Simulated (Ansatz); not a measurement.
Tunnelling through a barrier is set by its complex band structure: the current falls as exp(−2κd) with the smallest κ.

Data:

```yaml
crystal:
  lattice:
    - [3.60973, 0.00000, 0.00000]
    - [0.00000, 3.85464, 0.00000]
    - [1.80486, 0.00000, 3.12612]
  atoms:
    - { symbol: Li, position: [0.00000, 0.50000, 0.00000] }
    - { symbol: Li, position: [0.33333, 0.00000, 0.33333] }
    - { symbol: Li, position: [0.66667, 0.00000, 0.66667] }
    - { symbol: N, position: [0.00000, 0.00000, 0.00000] }
```

The cell is taken as given.

Transport runs along the normal of the first two printed cell vectors, the (100) plane of the conventional cell.

The gap is the functional's own, uncorrected, and κ follows it; spin-orbit coupling is left out. Mid-gap means the computed energy nearest the middle.

Task: Predict the band gap and the smallest decay constant κ at mid-gap from r2SCAN (Ansatz, a program for electronic structure).

Result: Gap 1.48 eV on a 10×8×10 mesh; κ = 0.191 1/Å, at the zone centre.
